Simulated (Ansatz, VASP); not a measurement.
**One calculation of K, two programs**

```
K
1.0
     4.31044    0.00000    0.00000
     0.00000    4.31044    0.00000
     0.00000    0.00000    4.31044
K
1
Direct
  0.00000 0.00000 0.00000
```

This isn't the form of K at room conditions, which is bcc.

Alike in both runs: task relaxation of cell and atoms; functional PBEsol; dispersion D3(BJ); k mesh 7 × 7 × 7; occupations fermi-dirac, width 0.05 eV; no spin polarisation.

|  | VASP | Ansatz |
| --- | --- | --- |
| version | VASP 6.6.1 | Ansatz 0.2.0 |
| potentials or method | VASP PAW PBE potentials, release 64 (K_sv) | plane waves, PAW |
| plane-wave cutoff (eV) | 600 | 420 |
| valence electrons in the cell | 9 | 9 |

```csv
,VASP,Ansatz,Ansatz less VASP
relaxed volume (Å³/atom),69.54,70.09,+0.544
relaxed cell length with the largest relative difference (Å),4.112,4.123,+0.0107
energy change over the relaxation (meV/atom),-13,-13,-0.1
```

Caveats: the PAW data sets were made with another functional, which shifts forces and pressure a little (VASP); pairwise dispersion overbinds metals, which lowers pressure and volume.
